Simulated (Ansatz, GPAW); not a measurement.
**An Al chain with two N atoms in line: relaxation, then transmission at several levels**

Aim: the conductance of an Al chain with two N atoms in line after relaxation, and whether geometry, basis or functional moves it most.

Calculated with GPAW 26.7.0 and Ansatz 0.2.0; Ansatz plane waves; relaxation of the junction with the lead ends held, in the first sound run; inputs show where later runs differ.

## Step 1: Set-up

The cell holds 16 atoms: 14 Al and 2 N. Its edges and angles: a = 9.000 Å, b = 9.000 Å, c = 35.983 Å, α = 90.0°, β = 90.0°, γ = 90.0°. Regions: left lead, 7 atoms (7 Al); channel, 2 atoms (2 N); right lead, 7 atoms (7 Al). Vacuum lies along a and b. The structure is stacked along c, and the current runs across the ab planes.

## Step 2: Relaxing the atoms

Transmission follows bond lengths closely, so the atoms between the held lead ends are relaxed first, from a slightly shaken start that lets symmetry break.

Contents of input.yaml:

```yaml
crystal:
  lattice:
    - [9.0, 0.0, 0.0]
    - [0.0, 9.0, 0.0]
    - [0.0, 0.0, 35.9826]
  atoms:
    - { symbol: Al, position: [0.5, 0.5, 0.0333494522] }
    - { symbol: Al, position: [0.5, 0.5, 0.1000483567] }
    - { symbol: Al, position: [0.5, 0.5, 0.1667472612] }
    - { symbol: Al, position: [0.5, 0.5, 0.2334461656] }
    - { symbol: Al, position: [0.5, 0.5, 0.3001450701] }
    - { symbol: Al, position: [0.4980175877, 0.5021026116, 0.3677105219] }
    - { symbol: Al, position: [0.5034364058, 0.506059487, 0.4332217327] }
    - { symbol: "N", position: [0.501813924, 0.4987792611, 0.4804698533] }
    - { symbol: "N", position: [0.4976538029, 0.5004538745, 0.5175791843] }
    - { symbol: Al, position: [0.4993617633, 0.5037341669, 0.5669327272] }
    - { symbol: Al, position: [0.5019078122, 0.5011504081, 0.6330098916] }
    - { symbol: Al, position: [0.5, 0.5, 0.6998549299] }
    - { symbol: Al, position: [0.5, 0.5, 0.7665538344] }
    - { symbol: Al, position: [0.5, 0.5, 0.8332527388] }
    - { symbol: Al, position: [0.5, 0.5, 0.8999516433] }
    - { symbol: Al, position: [0.5, 0.5, 0.9666505478] }
kpoints:
  mp_grid: { grid: [1, 1, 2] }
hamiltonian:
  xc: pbe
scf:
  occupations: { method: fermi_dirac, width: 0.1 }
relax:
  f_tol: 0.03
  max_steps: 80
  constraints: [{ sites: [0, 1, 2, 3, 4, 11, 12, 13, 14, 15] }]
```

Launch:

```console
ansatz run input.yaml --threads 4 --pin off --max-ram 8192MiB --backend cpu --events-out ev --progress --plain --runs-dir out
```

Numbers of over 12 decimals in the logs are rounded to 6 here.

The log of the run:

```text
Engine: ansatz 0.2.0, x86_64-unknown-linux-gnu
Pseudopotentials: kind: paw
Pseudopotential: Al, paw, valence charge 3, recommended cutoff 420 eV (normal), Al.paw.azcp
Pseudopotential: N, paw, valence charge 5, recommended cutoff 420 eV (normal), N.paw.azcp
Functional definition: PBE
  parameter kappa = 0.804
  parameter beta = 0.066725
  exchange = pbe_x(kappa = kappa, mu = beta*pi^2/3)
  correlation = pbe_c(beta = beta)
Crystal: 16 atoms, lattice volume = 2914.591 Å³
Basis set: ecut = 420 eV, 56925 PW (Γ), exchange–correlation on 128×128×486 points (8 copies of the dense FFT grid, shifted against one another)
Bands: 42, of which v1, the nominal top of the filled ones, is band 26 counted from 1 (25 counted from 0)
Symmetry: 1 space group operations
Space group: P1 (ITA 1), of the structure as read, at distance tolerance 1.4e-4 Å
k-points: 2
Non-local potential: Al, projectors of the file, l = 0: 2, l = 1: 2, l = 2: 1
Non-local potential: N, projectors of the file, l = 0: 2, l = 1: 2, l = 2: 1
PAW form: soft (Blöchl's): semilocal exchange-correlation on the pseudo side does not see the compensation charge
PAW one-centre angular grid: Al, 110 points (default); XC on 64 Gauss nodes
PAW one-centre angular grid: N, 110 points (default); XC on 64 Gauss nodes
Initial density: superposition of atomic densities (neutral atoms: chi_scale 0, normalization atom), corrected by the library's trained network
Initial wavefunctions: pseudopotential atomic-orbital guess
Functional: x = pbe(κ = 0.804, μ = 0.219515), c = pbe(β = 0.066725)
SCF iter   1: F=—  HF=-8265.485690 eV  |F-HF|=—  |Δ(HF+E_count)|=         —  Δρ=3.78e-3  dr2=2.39e0  ethr=1.77e-3  ⟨swp⟩=11.5  Hψ=490  notcnv=0
preconditioner: auto → LDOS  [metal: Δε(μ)=0.043 eV  Ē_g=4.401 eV  σ=0.100 eV  W_gap=0.11  n_scr=110 (ndim 8)  ℏωp=4.8 eV  f_vac=0.625  D(μ)=18.93/eV (n_scr^D=68)  β→1.0]
SCF iter   2: F=—  HF=-8265.352971 eV  |F-HF|=—  |Δ(HF+E_count)|=   1.33e-1  Δρ=1.41e-3  dr2=2.31e-1  ethr=1.77e-3  ⟨swp⟩=3.5  Hψ=133  notcnv=0
SCF iter   3: F=—  HF=-8265.393353 eV  |F-HF|=—  |Δ(HF+E_count)|=   4.04e-2  Δρ=7.08e-4  dr2=5.26e-2  ethr=4.43e-4  ⟨swp⟩=2.0  Hψ=109  notcnv=0
SCF iter   4: F=—  HF=-8265.391062 eV  |F-HF|=—  |Δ(HF+E_count)|=   2.29e-3  Δρ=2.18e-4  dr2=5.55e-3  ethr=1.01e-4  ⟨swp⟩=2.0  Hψ=86  notcnv=0
SCF iter   5: F=—  HF=-8265.391180 eV  |F-HF|=—  |Δ(HF+E_count)|=   1.19e-4  Δρ=9.18e-5  dr2=6.18e-4  ethr=1.07e-5  ⟨swp⟩=1.0  Hψ=84  notcnv=0
SCF iter   6: F=—  HF=-8265.391150 eV  |F-HF|=—  |Δ(HF+E_count)|=   3.02e-5  Δρ=1.69e-5  dr2=3.04e-5  ethr=1.19e-6  ⟨swp⟩=2.5  Hψ=121  notcnv=0
SCF iter   7: F=-8265.391154 eV  HF=-8265.391154 eV  |F-HF|=2.43e-7  |Δ(HF+E_count)|=   4.23e-6  Δρ=6.98e-6  dr2=2.55e-6  ethr=4.33e-8  ⟨swp⟩=5.0  Hψ=272  notcnv=0
SCF 1 converged in 7 iterations: F = -8265.391154 eV  dr2 = 2.55e-6
  greatest PAW one-centre occupation: 0.793 electrons in one spin orbital (limit 2), on the N atom at site 7 (counted from 0), in its partial waves of l = 0
relax step   1: F+E_penalty+E_count = -8265.39115407 eV  Δ(F+E_penalty+E_count) = +0.000e0 eV  max|allowed force component| = 5.506e0 eV/Å  Δτ_max = 0.0000 Å  (7 SCF iters, dr2 threshold 2.25e-5 eV, accepted)
Initial density: handed on by an earlier stage of this run
Initial wavefunctions: those handed on with the density
iter 1 solved again at ethr=6.47e-4 eV; its pass at ethr=3.10e-3 eV (dr2=3.36e-1 eV) is discarded
SCF iter   1: F=—  HF=-8265.774929 eV  |F-HF|=—  |Δ(HF+E_count)|=         —  Δρ=1.94e-3  dr2=3.14e-1  ethr=6.47e-4  ⟨swp⟩=1.0  Hψ=313  notcnv=0
preconditioner: auto → LDOS  [metal: Δε(μ)=0.073 eV  Ē_g=4.270 eV  σ=0.100 eV  W_gap=0.18  n_scr=110 (ndim 8)  ℏωp=4.7 eV  f_vac=0.612  D(μ)=19.05/eV (n_scr^D=68)  β→1.0]
SCF iter   2: F=—  HF=-8265.737557 eV  |F-HF|=—  |Δ(HF+E_count)|=   3.74e-2  Δρ=8.50e-4  dr2=3.04e-2  ethr=6.04e-4  ⟨swp⟩=2.0  Hψ=167  notcnv=0
SCF iter   3: F=—  HF=-8265.737590 eV  |F-HF|=—  |Δ(HF+E_count)|=   3.34e-5  Δρ=1.75e-4  dr2=2.30e-3  ethr=5.84e-5  ⟨swp⟩=2.0  Hψ=146  notcnv=0
SCF iter   4: F=—  HF=-8265.737871 eV  |F-HF|=—  |Δ(HF+E_count)|=   2.80e-4  Δρ=4.11e-5  dr2=1.22e-4  ethr=4.43e-6  ⟨swp⟩=2.0  Hψ=103  notcnv=0
SCF iter   5: F=-8265.737877 eV  HF=-8265.737902 eV  |F-HF|=2.46e-5  |Δ(HF+E_count)|=   3.12e-5  Δρ=2.42e-5  dr2=4.56e-5  ethr=1.92e-7  ⟨swp⟩=3.0  Hψ=324  notcnv=0
SCF 2 converged in 5 iterations: F = -8265.737877 eV  dr2 = 4.56e-5
  greatest PAW one-centre occupation: 0.800 electrons in one spin orbital (limit 2), on the N atom at site 7 (counted from 0), in its partial waves of l = 0
relax step   2: F+E_penalty+E_count = -8265.73787717 eV  Δ(F+E_penalty+E_count) = -3.467e-1 eV  max|allowed force component| = 2.643e0 eV/Å  Δτ_max = 0.0550 Å  (5 SCF iters, dr2 threshold 1.00e-4 eV, accepted)
iter 1 solved again at ethr=4.94e-4 eV; its pass at ethr=3.10e-3 eV (dr2=2.57e-1 eV) is discarded
SCF iter   1: F=—  HF=-8265.816283 eV  |F-HF|=—  |Δ(HF+E_count)|=         —  Δρ=1.47e-3  dr2=2.43e-1  ethr=4.94e-4  ⟨swp⟩=1.0  Hψ=306  notcnv=0
preconditioner: auto → LDOS  [metal: Δε(μ)=0.055 eV  Ē_g=4.304 eV  σ=0.100 eV  W_gap=0.13  n_scr=110 (ndim 8)  ℏωp=4.7 eV  f_vac=0.611  D(μ)=19.10/eV (n_scr^D=68)  β→1.0]
SCF iter   2: F=—  HF=-8265.794279 eV  |F-HF|=—  |Δ(HF+E_count)|=   2.20e-2  Δρ=6.05e-4  dr2=1.27e-2  ethr=4.66e-4  ⟨swp⟩=2.0  Hψ=124  notcnv=0
SCF iter   3: F=—  HF=-8265.793340 eV  |F-HF|=—  |Δ(HF+E_count)|=   9.40e-4  Δρ=1.37e-4  dr2=1.57e-3  ethr=2.43e-5  ⟨swp⟩=2.5  Hψ=126  notcnv=0
SCF iter   4: F=—  HF=-8265.793177 eV  |F-HF|=—  |Δ(HF+E_count)|=   1.63e-4  Δρ=4.00e-5  dr2=7.84e-5  ethr=3.02e-6  ⟨swp⟩=2.0  Hψ=110  notcnv=0
SCF iter   5: F=-8265.793255 eV  HF=-8265.793251 eV  |F-HF|=3.98e-6  |Δ(HF+E_count)|=   7.41e-5  Δρ=1.42e-5  dr2=1.08e-5  ethr=1.51e-7  ⟨swp⟩=4.0  Hψ=257  notcnv=0
SCF 3 converged in 5 iterations: F = -8265.793255 eV  dr2 = 1.08e-5
  greatest PAW one-centre occupation: 0.806 electrons in one spin orbital (limit 2), on the N atom at site 7 (counted from 0), in its partial waves of l = 0
relax step   3: F+E_penalty+E_count = -8265.79325462 eV  Δ(F+E_penalty+E_count) = -5.538e-2 eV  max|allowed force component| = 6.565e-1 eV/Å  Δτ_max = 0.0415 Å  (5 SCF iters, dr2 threshold 1.00e-4 eV, accepted)
[... from here on, the SCF cycles and remarks between the steps are left out ...]
relax step   4: F+E_penalty+E_count = -8265.83378510 eV  Δ(F+E_penalty+E_count) = -4.053e-2 eV  max|allowed force component| = 6.299e-1 eV/Å  Δτ_max = 0.1883 Å  (5 SCF iters, dr2 threshold 2.69e-5 eV, accepted)
relax step   5: F+E_penalty+E_count = -8265.90984336 eV  Δ(F+E_penalty+E_count) = -7.606e-2 eV  max|allowed force component| = 6.378e-1 eV/Å  Δτ_max = 0.1979 Å  (6 SCF iters, dr2 threshold 2.48e-5 eV, accepted)
relax step   6: F+E_penalty+E_count = -8266.02403370 eV  Δ(F+E_penalty+E_count) = -1.142e-1 eV  max|allowed force component| = 6.698e-1 eV/Å  Δτ_max = 0.1962 Å  (5 SCF iters, dr2 threshold 1.00e-4 eV, accepted)
relax step   7: F+E_penalty+E_count = -8266.15332760 eV  Δ(F+E_penalty+E_count) = -1.293e-1 eV  max|allowed force component| = 7.407e-1 eV/Å  Δτ_max = 0.1951 Å  (5 SCF iters, dr2 threshold 1.00e-4 eV, accepted)
relax step   8: F+E_penalty+E_count = -8266.29566103 eV  Δ(F+E_penalty+E_count) = -1.423e-1 eV  max|allowed force component| = 4.162e-1 eV/Å  Δτ_max = 0.1957 Å  (6 SCF iters, dr2 threshold 1.00e-4 eV, accepted)
relax step   9: F+E_penalty+E_count = -8266.37205412 eV  Δ(F+E_penalty+E_count) = -7.639e-2 eV  max|allowed force component| = 1.929e-1 eV/Å  Δτ_max = 0.2000 Å  (6 SCF iters, dr2 threshold 5.47e-5 eV, accepted)
relax step  10: F+E_penalty+E_count = -8266.38087880 eV  Δ(F+E_penalty+E_count) = -8.825e-3 eV  max|allowed force component| = 2.259e-1 eV/Å  Δτ_max = 0.1277 Å  (6 SCF iters, dr2 threshold 7.99e-6 eV, accepted)
relax step  11: F+E_penalty+E_count = -8266.38449904 eV  Δ(F+E_penalty+E_count) = -3.620e-3 eV  max|allowed force component| = 2.108e-2 eV/Å  Δτ_max = 0.0887 Å  (5 SCF iters, dr2 threshold 1.10e-5 eV, accepted)
iter 1 solved again at ethr=1.42e-8 eV; its pass at ethr=3.10e-3 eV (dr2=7.37e-6 eV) is discarded
SCF iter   1: F=—  HF=-8266.384410 eV  |F-HF|=—  |Δ(HF+E_count)|=         —  Δρ=1.14e-5  dr2=7.41e-6  ethr=1.42e-8  ⟨swp⟩=1.0  Hψ=216  notcnv=0
preconditioner: auto → LDOS  [metal: Δε(μ)=0.087 eV  Ē_g=4.236 eV  σ=0.100 eV  W_gap=0.21  n_scr=110 (ndim 8)  ℏωp=4.7 eV  f_vac=0.605  D(μ)=20.79/eV (n_scr^D=84)  β→1.0]
SCF iter   2: F=—  HF=-8266.384504 eV  |F-HF|=—  |Δ(HF+E_count)|=   9.42e-5  Δρ=7.17e-6  dr2=2.20e-6  ethr=1.42e-8  ⟨swp⟩=3.0  Hψ=127  notcnv=0
SCF iter   3: F=—  HF=-8266.384504 eV  |F-HF|=—  |Δ(HF+E_count)|=   1.82e-8  Δρ=3.67e-6  dr2=8.43e-7  ethr=4.23e-9  ⟨swp⟩=2.0  Hψ=96  notcnv=0
SCF iter   4: F=—  HF=-8266.384504 eV  |F-HF|=—  |Δ(HF+E_count)|=   2.06e-7  Δρ=1.60e-6  dr2=1.46e-7  ethr=1.62e-9  ⟨swp⟩=2.0  Hψ=94  notcnv=0
SCF iter   5: F=-8266.384504 eV  HF=-8266.384504 eV  |F-HF|=8.32e-9  |Δ(HF+E_count)|=   1.00e-8  Δρ=5.57e-7  dr2=1.60e-8  ethr=1.92e-10  ⟨swp⟩=4.0  Hψ=256  notcnv=0
SCF 12 converged in 5 iterations: F = -8266.384504 eV  dr2 = 1.60e-8
relax step  12: F+E_penalty+E_count = -8266.38450404 eV  Δ(F+E_penalty+E_count) = -4.999e-6 eV  max|allowed force component| = 2.125e-2 eV/Å  Δτ_max = 0.0000 Å  (5 SCF iters, accepted)
SCF converged after 5 iterations
Free energy (F): -8266.384504 eV
Harris-Foulkes:  -8266.384504 eV  (|F-HF|=8.32e-9)
Internal energy: -8265.698996 eV  (E = F + TS)
E sigma→0 (E₀):  -8266.041750 eV
Entropy (-TS):   -0.685508 eV (-42.844 meV/atom)
Fermi energy:    -3.033740 eV
--- Per-component energies (eV) ---
  E_band       = -384.272381
  E_kinetic    = 521.267234
  E_local      = -3054.318284  (includes V_loc(G=0)·N_el)
  E_nonlocal   = 251.257846
  E_hartree    = 1241.629089
  E_xc         = -630.534294
  E_vxc        = -495.095361  (∫ρ·V_xc dr)
  E_paw        = -6798.141914  (= ΣΔE_a)
  E_vpaw       = -90.641412  (= ΣTr[D̂ρ^β])
  E_aug_tail   = 0.000166  (compensation charges beyond the density's cutoff)
  E_ewald      = 203.141161
  E_smearing   = -0.685508  (= −TS)
  E_closure    = -0.000000  (closes the sum)
  Σ components = -8266.384504   (vs F -8266.384504, Δ=0.00e0)
--- Forces (eV/Å), atoms counted from 1 ---
  atom   1  Al    -0.00114920    -0.00169611    -0.02809632
  atom   2  Al    -0.00634780    -0.01377128    -0.03749698
  atom   3  Al     0.03785279     0.07776921     0.00980912
  atom   4  Al    -0.08652763    -0.17500869    -0.28121313
  atom   5  Al     0.06060575     0.11581600     1.11693582
  atom   6  Al    -0.00669489    -0.00072391    -0.00152332
  atom   7  Al    -0.00295525    -0.00225681     0.00848288
  atom   8  N      0.01037547    -0.00377907    -0.02124515
  atom   9  N     -0.00712506     0.00088711     0.01567680
  atom  10  Al     0.00303739     0.00048228    -0.00493177
  atom  11  Al    -0.00149173     0.00177378     0.00151855
  atom  12  Al     0.05448503     0.11370218    -1.12188888
  atom  13  Al    -0.08421121    -0.17627941     0.28631461
  atom  14  Al     0.03747010     0.07897866    -0.00857514
  atom  15  Al    -0.00663316    -0.01421802     0.03747209
  atom  16  Al    -0.00070999    -0.00171289     0.02872149
  max |Σ_I F_I| component: 3.93e-5 eV/Å
--- Relaxed structure (12 steps of the walk, 12 accepted, 0 SCFs on fresh bases) ---
  F+E_penalty+E_count = -8266.38450404 eV   max|allowed force component| = 2.125e-2 eV/Å
  atoms:
    - { symbol: Al, position: [0.5, 0.5, 0.033349] }
    - { symbol: Al, position: [0.5, 0.5, 0.100048] }
    - { symbol: Al, position: [0.5, 0.5, 0.166747] }
    - { symbol: Al, position: [0.5, 0.5, 0.233446] }
    - { symbol: Al, position: [0.5, 0.5, 0.300145] }
    - { symbol: Al, position: [0.456576, 0.411008, 0.369909] }
    - { symbol: Al, position: [0.521309, 0.539247, 0.435115] }
    - { symbol: N, position: [0.488114, 0.476405, 0.483293] }
    - { symbol: N, position: [0.488167, 0.475966, 0.516855] }
    - { symbol: Al, position: [0.517171, 0.539038, 0.565159] }
    - { symbol: Al, position: [0.455992, 0.408750, 0.630297] }
    - { symbol: Al, position: [0.5, 0.5, 0.699855] }
    - { symbol: Al, position: [0.5, 0.5, 0.766554] }
    - { symbol: Al, position: [0.5, 0.5, 0.833253] }
    - { symbol: Al, position: [0.5, 0.5, 0.899952] }
    - { symbol: Al, position: [0.5, 0.5, 0.966651] }
```

Run time: 49 s. Hardware: 4 threads of Intel Xeon Platinum 8375C at 2.90GHz (Ice Lake), shared host; peak memory 2.3 GiB.

The steps of the relaxation:

```
step  energy less that of the first step (eV)  largest force component (eV/Å)
   1                                   0.0000                          5.5060
   2                                  -0.3467                          2.6425
   3                                  -0.4021                          0.6565
   4                                  -0.4426                          0.6299
   5                                  -0.5187                          0.6378
   6                                  -0.6329                          0.6698
   7                                  -0.7622                          0.7407
   8                                  -0.9045                          0.4162
   9                                  -0.9809                          0.1929
  10                                  -0.9897                          0.2259
  11                                  -0.9933                          0.0211
  12                                  -0.9933                          0.0212
```

The atoms that moved most (Å):

```
atom      dx      dy      dz  length
Al11  -0.413  -0.832  -0.098   0.934
 Al6  -0.373  -0.820   0.079   0.904
Al10   0.160   0.318  -0.064   0.362
 Al7   0.161   0.299   0.068   0.346
  N8  -0.123  -0.201   0.102   0.257
  N9  -0.085  -0.220  -0.026   0.238
```

Numbers from this step:

| Item | Value |
| --- | --- |
| free energy | -8266.3845 eV |
| smearing term TS | 0.6855 eV |
| symmetry operations | 1 |

The relaxation lowered the energy of the cell by 0.993 eV.

[end of part 1 of 4]

[Logs are printed without paths, hosts, clocks, repeated set-up lines and the standing remarks that a program may print on its own settings, such as how far it seeks lower states.]

[Hosts, paths, dates, database ids (printed as entryN), source tags and the programs' standing remarks are cut or masked in the printed files.]
